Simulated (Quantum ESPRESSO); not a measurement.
PbSe (Clausthalite):

```xyz
2
Lattice="0.0000 3.0606 3.0606 3.0606 0.0000 3.0606 3.0606 3.0606 0.0000" Properties=species:S:1:pos:R:3 pbc="T T T"
Pb    0.0000    0.0000    0.0000
Se    3.0606    3.0606    3.0606
```

Base run:

```yaml
Program: Quantum ESPRESSO 7.5
Functional: HLE16
Potentials_or_basis: SG15 PBE 1.2
Cutoff: 952 eV
Density_cutoff: 3810 eV
k_mesh: 8 × 8 × 8
Occupations: fermi-dirac, width 0.05 eV
Spin: no spin polarisation
```

Its results: band gap on the k mesh 1.28 eV, direct; pressure -3.3 GPa.

Problem. The run is repeated on the same cell with these changes: functional from HLE16 to PBE. What comes out?

Solution. Band gap on the k mesh 0.28 eV, direct; pressure 2.4 GPa.

Caveats: spin-orbit coupling is left out, which as a rule narrows the gap of such compounds by several tenths of an eV; the potentials were made for another functional, which shifts forces and pressure (some runs); the potentials were made for a functional far from this one (some runs).
